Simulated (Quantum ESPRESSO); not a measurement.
# BN (F-43m) in Quantum ESPRESSO: notebook

The runs below take BN through single point, equation of state, with PBE+D2.

Program: Quantum ESPRESSO 7.5. These are calculated values, not measurements. Logs are shortened: lines on timing, memory, paths and dates and some standing lists are left out, and cuts for length are marked.

**What was measured.**

From “Effect of nanostructuration on compressibility of cubic BN”, 2012, arxiv:1208.3664, for a bulk crystal of BN at 300 K: bulk modulus 395 ± 2 GPa.

How close the calculation comes is told below.

## Step 1: Starting point

It takes space group F-43m (No. 216, cubic). Conventional cell: a = 3.626 Å, b = 3.626 Å, c = 3.626 Å, α = 90.00°, β = 90.00°, γ = 90.00°. N (site symmetry -43m) has 4 B at 1.57 Å as nearest neighbours. Around B (site symmetry -43m) lie 4 N at 1.57 Å.

The cell is a database's computed one.

## Step 2: Single point, PBE+D2, 5.60 Å³/atom

File pw.in:

```
&CONTROL
  calculation = 'scf'
  prefix = 'pwscf'
  outdir = './tmp'
  pseudo_dir = './pseudo'
  tprnfor = .true.
  tstress = .true.
  disk_io = 'nowf'
/
&SYSTEM
  ibrav = 0
  nat = 2
  ntyp = 2
  ecutwfc = 84
  nbnd = 9
  occupations = 'smearing'
  smearing = 'fd'
  degauss = 0.00367493
  vdw_corr = 'grimme-d2'
/
&ELECTRONS
  conv_thr = 4d-10
  electron_maxstep = 120
  mixing_beta = 0.5
/
ATOMIC_SPECIES
N     14.0070 N.upf
B     10.8100 B.upf
CELL_PARAMETERS angstrom
   0.0000000000    1.7759905947    1.7759905947
   1.7759905947    0.0000000000    1.7759905947
   1.7759905947    1.7759905947    0.0000000000
ATOMIC_POSITIONS crystal
N      0.2500000000    0.2500000000    0.2500000000
B      0.0000000000    0.0000000000    0.0000000000
K_POINTS automatic
13 13 13 0 0 0
```

Potentials or basis: PseudoDojo 0.4.1 SR PBE standard.

Command:

```bash
OMP_NUM_THREADS=1 pw.x -in pw.in > pw.out
```

pw.out:

```text
This program is part of the open-source Quantum ESPRESSO suite
     for quantum simulation of materials; please cite
[... 9 lines left out ...]
     --------------------
     sticks:   dense  smooth     PW     G-vecs:    dense   smooth      PW
     Sum         511     511    163                 7799     7799    1459

     Using Slab Decomposition

     bravais-lattice index     =            0
     lattice parameter (alat)  =       4.7463  a.u.
     unit-cell volume          =      75.6047 (a.u.)^3
     number of atoms/cell      =            2
     number of atomic types    =            2
     number of electrons       =         8.00
     number of Kohn-Sham states=            9
     kinetic-energy cutoff     =      84.0000  Ry
     charge density cutoff     =     336.0000  Ry
     scf convergence threshold =      4.0E-10
     mixing beta               =       0.5000
     number of iterations used =            8  plain     mixing
     Exchange-correlation= PBE
                           (   1   4   3   4   0   0   0)

     celldm(1)=   4.746293  celldm(2)=   0.000000  celldm(3)=   0.000000
     celldm(4)=   0.000000  celldm(5)=   0.000000  celldm(6)=   0.000000

     crystal axes: (cart. coord. in units of alat)
               a(1) = (   0.000000   0.707107   0.707107 )
               a(2) = (   0.707107   0.000000   0.707107 )
               a(3) = (   0.707107   0.707107   0.000000 )

     reciprocal axes: (cart. coord. in units 2 pi/alat)
               b(1) = ( -0.707107  0.707107  0.707107 )
               b(2) = (  0.707107 -0.707107  0.707107 )
               b(3) = (  0.707107  0.707107 -0.707107 )

     PseudoPot. # 1 for N  read from file:
     N.upf
     Pseudo is Norm-conserving + core correction, Zval =  5.0
     Generated using ONCVPSP code by D. R. Hamann
     Using radial grid of 1058 points,  4 beta functions with:
                l(1) =   0
                l(2) =   0
                l(3) =   1
                l(4) =   1

     PseudoPot. # 2 for B  read from file:
     B.upf
     Pseudo is Norm-conserving + core correction, Zval =  3.0
     Generated using ONCVPSP code by D. R. Hamann
     Using radial grid of 1534 points,  4 beta functions with:
                l(1) =   0
                l(2) =   0
                l(3) =   1
                l(4) =   1

     atomic species   valence    mass     pseudopotential
     N                 5.00    14.00700     N ( 1.00)
     B                 3.00    10.81000     B ( 1.00)

     24 Sym. Ops. (no inversion) found

   Cartesian axes

     site n.     atom                  positions (alat units)
         1        N      tau(   1) = (   0.3535534   0.3535534   0.3535534  )
         2        B      tau(   2) = (   0.0000000   0.0000000   0.0000000  )

     -------------------------------------------------
     Parameters for Dispersion (Grimme-D2) Correction:
     -------------------------------------------------
       atom      VdW radius       C_6

        N          2.640         42.670
        B          2.806        108.584

     number of k points=    84  Fermi-Dirac smearing, width (Ry)=  0.0037
                       cart. coord. in units 2pi/alat
        k(    1) = (   0.0000000   0.0000000   0.0000000), wk =   0.0009103
        k(    2) = (   0.0543928   0.0543928  -0.0543928), wk =   0.0072827
        k(    3) = (   0.1087857   0.1087857  -0.1087857), wk =   0.0072827
        k(    4) = (   0.1631785   0.1631785  -0.1631785), wk =   0.0072827
        k(    5) = (   0.2175713   0.2175713  -0.2175713), wk =   0.0072827
        k(    6) = (   0.2719641   0.2719641  -0.2719641), wk =   0.0072827
[... 76 lines left out ...]
        k(   83) = (   0.0000000  -0.4351426   0.6527140), wk =   0.0218480
        k(   84) = (  -0.0543928  -0.3807498   0.7071068), wk =   0.0218480

     Dense  grid:     7799 G-vectors     FFT dimensions: (  27,  27,  27)

     Initial potential from superposition of free atoms

     starting charge       7.9997, renormalised to       8.0000
     Starting wfcs are    8 randomized atomic wfcs +    1 random wfcs

     Self-consistent Calculation

     iteration #  1     ecut=    84.00 Ry     beta= 0.50
     Davidson diagonalization with overlap
     ethr =  1.00E-02,  avg # of iterations =  5.1

     total energy              =     -26.80183156 Ry
     estimated scf accuracy    <       0.22350920 Ry

     iteration #  2     ecut=    84.00 Ry     beta= 0.50
     Davidson diagonalization with overlap
     ethr =  2.79E-03,  avg # of iterations =  1.0

     total energy              =     -26.83840022 Ry
     estimated scf accuracy    <       0.01998854 Ry

     iteration #  3     ecut=    84.00 Ry     beta= 0.50
     Davidson diagonalization with overlap
     ethr =  2.50E-04,  avg # of iterations =  1.1

     total energy              =     -26.83962576 Ry
     estimated scf accuracy    <       0.00335776 Ry

     iteration #  4     ecut=    84.00 Ry     beta= 0.50
     Davidson diagonalization with overlap
     ethr =  4.20E-05,  avg # of iterations =  1.4

     total energy              =     -26.83978889 Ry
     estimated scf accuracy    <       0.00004580 Ry

     iteration #  5     ecut=    84.00 Ry     beta= 0.50
     Davidson diagonalization with overlap
     ethr =  5.73E-07,  avg # of iterations =  2.9

     total energy              =     -26.83979856 Ry
     estimated scf accuracy    <       0.00000646 Ry

     iteration #  6     ecut=    84.00 Ry     beta= 0.50
     Davidson diagonalization with overlap
     ethr =  8.08E-08,  avg # of iterations =  1.0

     total energy              =     -26.83979968 Ry
     estimated scf accuracy    <       0.00000002 Ry

     iteration #  7     ecut=    84.00 Ry     beta= 0.50
     Davidson diagonalization with overlap
     ethr =  2.04E-10,  avg # of iterations =  3.2

     total energy              =     -26.83979970 Ry
     estimated scf accuracy    <       0.00000002 Ry

     iteration #  8     ecut=    84.00 Ry     beta= 0.50
     Davidson diagonalization with overlap
     ethr =  2.04E-10,  avg # of iterations =  1.0

     End of self-consistent calculation

          k = 0.0000 0.0000 0.0000 (   941 PWs)   bands (ev):

    -8.8016  12.0193  12.0193  12.0193  21.1551  21.1551  21.1551  23.2591
    37.7701

          k = 0.0544 0.0544-0.0544 (   950 PWs)   bands (ev):

    -8.6513  11.2077  11.8548  11.8548  21.3997  21.4041  21.4041  23.7066
    37.4981

          k = 0.1088 0.1088-0.1088 (   968 PWs)   bands (ev):

    -8.2047   9.2795  11.4438  11.4438  21.8098  22.0028  22.0028  24.8275
    36.8662

          k = 0.1632 0.1632-0.1632 (   965 PWs)   bands (ev):

    -7.4770   6.9385  10.9482  10.9482  22.1936  22.6234  22.6234  26.0381
    36.2854

          k = 0.2176 0.2176-0.2176 (   974 PWs)   bands (ev):

    -6.5065   4.5849  10.4975  10.4975  22.5330  22.9995  22.9995  26.9575
    36.0187

          k = 0.2720 0.2720-0.2720 (   984 PWs)   bands (ev):

    -5.3968   2.4894  10.1674  10.1674  22.7876  23.1088  23.1088  27.5212
    36.0666

          k = 0.3264 0.3264-0.3264 (   978 PWs)   bands (ev):

    -4.4769   1.0603   9.9950   9.9950  22.9216  23.1020  23.1020  27.7842
    36.2290

          k = 0.1088-0.0000 0.0000 (   953 PWs)   bands (ev):

    -8.6013  11.5127  11.5163  11.5163  20.8683  21.8269  21.8269  23.7820
    35.9065

          k = 0.1632 0.0544-0.0544 (   969 PWs)   bands (ev):

    -8.2536   9.9343  10.9919  11.4356  20.9131  22.4365  22.5666  24.5619
    34.2154

          k = 0.2176 0.1088-0.1088 (   973 PWs)   bands (ev):

    -7.6195   7.7469  10.4541  11.0590  21.3662  22.9105  23.2977  25.5963
    33.4863

          k = 0.2720 0.1632-0.1632 (   970 PWs)   bands (ev):

    -6.7275   5.4172  10.0214  10.5524  21.8665  23.2587  23.7383  26.4788
    33.7820

          k = 0.3264 0.2176-0.2176 (   981 PWs)   bands (ev):

    -5.6517   3.2389   9.7567  10.0565  22.2132  23.4422  23.8195  27.2501
    34.6211

          k = 0.3807 0.2720-0.2720 (   983 PWs)   bands (ev):

    -4.6151   1.5429   9.6602   9.6853  22.4390  23.4998  23.6807  27.8385
    35.3077

          k =-0.2720-0.3807 0.3807 (   986 PWs)   bands (ev):

    -4.2391   0.9991   9.4164   9.8078  22.6687  23.4608  23.4852  28.0415
    35.6171

          k =-0.2176-0.3264 0.3264 (   983 PWs)   bands (ev):

    -4.9291   2.0239   9.3559  10.1063  22.9483  23.2917  23.3180  27.7796
    35.6464

          k =-0.1632-0.2720 0.2720 (   977 PWs)   bands (ev):

    -6.0227   3.9313   9.4927  10.5446  22.9909  23.0334  23.2538  27.1485
    35.5015

          k =-0.1088-0.2176 0.2176 (   967 PWs)   bands (ev):

    -7.0508   6.1837   9.8240  11.0602  22.5913  22.6109  23.2369  26.3122
    35.3136

          k =-0.0544-0.1632 0.1632 (   970 PWs)   bands (ev):

    -7.8617   8.4765  10.3299  11.5498  21.9877  22.1107  22.8429  25.3409
    35.1247

          k = 0.0000-0.1088 0.1088 (   963 PWs)   bands (ev):

    -8.4023  10.3636  11.0344  11.8626  21.4878  21.5922  22.1862  24.3270
    36.4377

          k = 0.2176-0.0000 0.0000 (   966 PWs)   bands (ev):

    -8.0070  10.2106  10.3770  10.3770  20.2226  23.4610  23.4610  24.6491
    32.2954

          k = 0.2720 0.0544-0.0544 (   976 PWs)   bands (ev):

    -7.4727   8.4361   9.7815  10.2365  20.1623  24.1785  24.3660  25.0472
    31.5810

          k = 0.3264 0.1088-0.1088 (   978 PWs)   bands (ev):

    -6.6734   6.2982   9.3235   9.8019  20.5382  24.6304  24.9836  25.4129
    32.0528
[... 238 lines left out ...]
    -3.3610   3.6262   5.8678   6.9725  18.7661  23.5629  28.3512  29.8759
    32.7589

          k =-0.0544-0.4895 0.5983 (   987 PWs)   bands (ev):

    -2.8415   3.3653   4.6616   7.1999  19.5574  25.1052  27.9092  29.6552
    31.8509

          k = 0.0000-0.4351 0.5439 (   987 PWs)   bands (ev):

    -2.9176   3.4286   4.1741   7.6988  20.3789  26.2745  27.5834  29.2437
    30.7303

          k =-0.0544-0.5983 0.7071 (   981 PWs)   bands (ev):

    -3.0047   3.1350   6.4950   6.5597  17.5792  22.4084  29.8423  30.4968
    33.2623

          k = 0.0000-0.5439 0.6527 (   979 PWs)   bands (ev):

    -2.7335   3.1742   5.3820   6.7268  18.4970  23.3976  29.2345  30.2669
    32.7293

          k = 0.4351 0.2176 0.0000 (   993 PWs)   bands (ev):

    -5.1064   4.7817   6.7680   8.8225  21.0420  24.3114  25.7453  27.5446
    32.4741

          k =-0.2176-0.4351 0.6527 (   984 PWs)   bands (ev):

    -4.1295   3.5557   6.1989   8.1528  21.5847  24.1671  26.4991  28.4253
    32.2074

          k =-0.1632-0.3807 0.5983 (   981 PWs)   bands (ev):

    -3.3749   2.5500   6.0868   7.6955  21.7800  24.1835  27.5556  28.9024
    31.2200

          k =-0.1632-0.4895 0.7071 (   993 PWs)   bands (ev):

    -3.7970   3.9510   6.0533   7.0839  20.1939  24.3574  26.6082  29.4857
    32.3338

          k =-0.1088-0.4351 0.6527 (   986 PWs)   bands (ev):

    -3.0631   3.4032   5.3593   6.6125  20.9611  25.1628  26.6261  29.5731
    31.6215

          k =-0.0544-0.3807 0.5983 (   994 PWs)   bands (ev):

    -2.8491   3.2622   4.8567   6.7771  21.5373  25.1724  27.6724  28.7030
    31.0953

          k = 0.0000-0.3264 0.5439 (   990 PWs)   bands (ev):

    -3.3129   3.4656   5.0552   7.3652  21.8855  24.4729  27.1002  29.4099
    31.0077

          k =-0.0544-0.4895 0.7071 (   985 PWs)   bands (ev):

    -2.8044   3.4787   5.6830   5.8539  19.7071  24.2031  27.9018  29.9552
    32.4237

          k = 0.0000-0.4351 0.6527 (   984 PWs)   bands (ev):

    -2.6118   3.7895   4.5146   6.0934  20.7409  25.5232  27.1240  29.0279
    32.0140

          k =-0.0544-0.3807 0.7071 (   985 PWs)   bands (ev):

    -2.6277   3.8901   4.7327   5.6314  21.7723  25.6308  26.8635  28.2606
    31.9153

     the Fermi energy is    14.4842 ev

!    total energy              =     -26.83979970 Ry
     estimated scf accuracy    <          2.8E-10 Ry
     smearing contrib. (-TS)   =       0.00000000 Ry
     internal energy E=F+TS    =     -26.83979970 Ry

     The total energy is F=E-TS. E is the sum of the following terms:
     one-electron contribution =       5.34591277 Ry
     hartree contribution      =       3.48552667 Ry
     xc contribution           =      -8.82519830 Ry
     ewald contribution        =     -26.80812087 Ry
     Dispersion Correction     =      -0.03791997 Ry

     convergence has been achieved in   8 iterations

     Forces acting on atoms (cartesian axes, Ry/au):

     atom    1 type  1   force =     0.00000000    0.00000000   -0.00000000
     atom    2 type  2   force =     0.00000000    0.00000000   -0.00000000

     Total force =     0.000000     Total SCF correction =     0.000000

     Computing stress (Cartesian axis) and pressure

          total   stress  (Ry/bohr**3)                   (kbar)     P=      206.01
   0.00140043   0.00000000   0.00000000          206.01        0.00        0.00
   0.00000000   0.00140043  -0.00000000            0.00      206.01       -0.00
  -0.00000000   0.00000000   0.00140043           -0.00        0.00      206.01

=------------------------------------------------------------------------------=
   JOB DONE.
=------------------------------------------------------------------------------=
```

It took 5.2 s on 1 thread of Intel Xeon 6985P-C at 2.30GHz (Granite Rapids), shared host; peak memory 0.09 GiB.

Results:

```yaml
Free_energy: -365.1741 eV
Pressure: 20.6 GPa
Band_gap_on_the_k_mesh: 4.68 eV, indirect (least direct gap 9.14 eV)
```

Caveat: an odd mesh through Γ misses points on the zone boundary, where band edges often lie.

## Step 3: Single point, PBE+D2, 5.72 Å³/atom

pw.in, as its differences from that of step 2:

```diff
@@ -29,5 +29,5 @@
 CELL_PARAMETERS angstrom
-   0.0000000000    1.7759905947    1.7759905947
-   1.7759905947    0.0000000000    1.7759905947
-   1.7759905947    1.7759905947    0.0000000000
+   0.0000000000    1.7884979828    1.7884979828
+   1.7884979828    0.0000000000    1.7884979828
+   1.7884979828    1.7884979828    0.0000000000
 ATOMIC_POSITIONS crystal
```

Potentials or basis: PseudoDojo 0.4.1 SR PBE standard.

Command:

```bash
OMP_NUM_THREADS=1 pw.x -in pw.in > pw.out
```

Wall time 5.2 s (1 thread of Intel Xeon 6985P-C at 2.30GHz (Granite Rapids), shared host); peak memory 0.09 GiB.

It converged, with:

* Free energy: -365.1977 eV
* Pressure: 11.3 GPa
* Band gap on the k mesh: 4.65 eV, indirect (least direct gap 9.03 eV)

Caveat: an odd mesh through Γ misses points on the zone boundary, where band edges often lie.

## Step 4: Single point, PBE+D2, 5.84 Å³/atom

pw.in, as its differences from that of step 3:

```diff
@@ -29,5 +29,5 @@
 CELL_PARAMETERS angstrom
-   0.0000000000    1.7884979828    1.7884979828
-   1.7884979828    0.0000000000    1.7884979828
-   1.7884979828    1.7884979828    0.0000000000
+   0.0000000000    1.8008328414    1.8008328414
+   1.8008328414    0.0000000000    1.8008328414
+   1.8008328414    1.8008328414    0.0000000000
 ATOMIC_POSITIONS crystal
```

Command:

```bash
OMP_NUM_THREADS=1 pw.x -in pw.in > pw.out
```

It took 5.2 s on 1 thread of Intel Xeon 6985P-C at 2.30GHz (Granite Rapids), shared host; peak memory 0.09 GiB.

The run converged. Its results:

```
Free energy            : -365.2083 eV
Pressure               : 2.9 GPa
Band gap on the k mesh : 4.62 eV, indirect (least direct gap 8.93 eV)
```

Caveat: an odd mesh through Γ misses points on the zone boundary, where band edges often lie.

## Step 5: Single point, PBE+D2, 5.96 Å³/atom

pw.in, as its differences from that of step 4:

```diff
@@ -29,5 +29,5 @@
 CELL_PARAMETERS angstrom
-   0.0000000000    1.8008328414    1.8008328414
-   1.8008328414    0.0000000000    1.8008328414
-   1.8008328414    1.8008328414    0.0000000000
+   0.0000000000    1.8130010000    1.8130010000
+   1.8130010000    0.0000000000    1.8130010000
+   1.8130010000    1.8130010000    0.0000000000
 ATOMIC_POSITIONS crystal
```

Command:

```bash
OMP_NUM_THREADS=1 pw.x -in pw.in > pw.out
```

Run time: 5.2 s. Hardware: 1 thread of Intel Xeon 6985P-C at 2.30GHz (Granite Rapids), shared host; peak memory 0.09 GiB.

Results (log left out):

| Item | Value |
| --- | --- |
| Free energy | -365.2068 eV |
| Pressure | -4.7 GPa |
| Band gap on the k mesh | 4.60 eV, indirect (least direct gap 8.83 eV) |

Caveat: an odd mesh through Γ misses points on the zone boundary, where band edges often lie.

## Step 6: Single point, PBE+D2, 6.08 Å³/atom

pw.in, as its differences from that of step 5:

```diff
@@ -29,5 +29,5 @@
 CELL_PARAMETERS angstrom
-   0.0000000000    1.8130010000    1.8130010000
-   1.8130010000    0.0000000000    1.8130010000
-   1.8130010000    1.8130010000    0.0000000000
+   0.0000000000    1.8250079791    1.8250079791
+   1.8250079791    0.0000000000    1.8250079791
+   1.8250079791    1.8250079791    0.0000000000
 ATOMIC_POSITIONS crystal
```

Potentials or basis: PseudoDojo 0.4.1 SR PBE standard.

Command:

```bash
OMP_NUM_THREADS=1 pw.x -in pw.in > pw.out
```

Wall time 5.3 s (1 thread of Intel Xeon 6985P-C at 2.30GHz (Granite Rapids), shared host); peak memory 0.09 GiB.

Results (log left out):

```yaml
Free_energy: -365.1945 eV
Pressure: -11.7 GPa
Band_gap_on_the_k_mesh: 4.57 eV, indirect (least direct gap 8.74 eV)
```

Caveat: an odd mesh through Γ misses points on the zone boundary, where band edges often lie.

## Step 7: Single point, PBE+D2, 6.20 Å³/atom

pw.in, as its differences from that of step 6:

```diff
@@ -29,5 +29,5 @@
 CELL_PARAMETERS angstrom
-   0.0000000000    1.8250079791    1.8250079791
-   1.8250079791    0.0000000000    1.8250079791
-   1.8250079791    1.8250079791    0.0000000000
+   0.0000000000    1.8368590123    1.8368590123
+   1.8368590123    0.0000000000    1.8368590123
+   1.8368590123    1.8368590123    0.0000000000
 ATOMIC_POSITIONS crystal
```

Command:

```bash
OMP_NUM_THREADS=1 pw.x -in pw.in > pw.out
```

Run time: 5.5 s. Hardware: 1 thread of Intel Xeon 6985P-C at 2.30GHz (Granite Rapids), shared host; peak memory 0.09 GiB.

It converged, with:

```
Free energy            : -365.1723 eV
Pressure               : -18.1 GPa
Band gap on the k mesh : 4.54 eV, indirect (least direct gap 8.64 eV)
```

Caveat: an odd mesh through Γ misses points on the zone boundary, where band edges often lie.

## Step 8: Single point, PBE+D2, 6.32 Å³/atom

pw.in, as its differences from that of step 7:

```diff
@@ -29,5 +29,5 @@
 CELL_PARAMETERS angstrom
-   0.0000000000    1.8368590123    1.8368590123
-   1.8368590123    0.0000000000    1.8368590123
-   1.8368590123    1.8368590123    0.0000000000
+   0.0000000000    1.8485590667    1.8485590667
+   1.8485590667    0.0000000000    1.8485590667
+   1.8485590667    1.8485590667    0.0000000000
 ATOMIC_POSITIONS crystal
```

Command:

```bash
OMP_NUM_THREADS=1 pw.x -in pw.in > pw.out
```

It took 5.6 s on 1 thread of Intel Xeon 6985P-C at 2.30GHz (Granite Rapids), shared host; peak memory 0.09 GiB.

Results (log left out):

```
Free energy            : -365.1411 eV
Pressure               : -23.8 GPa
Band gap on the k mesh : 4.52 eV, indirect (least direct gap 8.55 eV)
```

Caveat: an odd mesh through Γ misses points on the zone boundary, where band edges often lie.

## Step 9: Equation of state, PBE+D2

Potentials or basis: PseudoDojo 0.4.1 SR PBE standard.

No new run: the results of the series are fitted here.

Results:

```yaml
Equilibrium_volume: 5.88 Å³/atom
Bulk_modulus: 383 GPa
Pressure_derivative_of_the_bulk_modulus: 3.7
```

Energy against volume, from the lowest point:
```
volume (Å³/atom)  energy (meV/atom)
           5.602              17.09
           5.721               5.26
           5.840               0.00
           5.959               0.72
           6.078               6.88
           6.198              17.99
           6.317              33.59
```

## Step 10: Against experiment

Step 9. Measured bulk modulus of BN: 395 GPa (300 K; quoted in “Effect of nanostructuration on compressibility of cubic BN”, 2012, arxiv:1208.3664). This calculation gives 383 GPa (-3.1 %). The fit is for a static lattice scaled at fixed shape and fixed fractional positions.
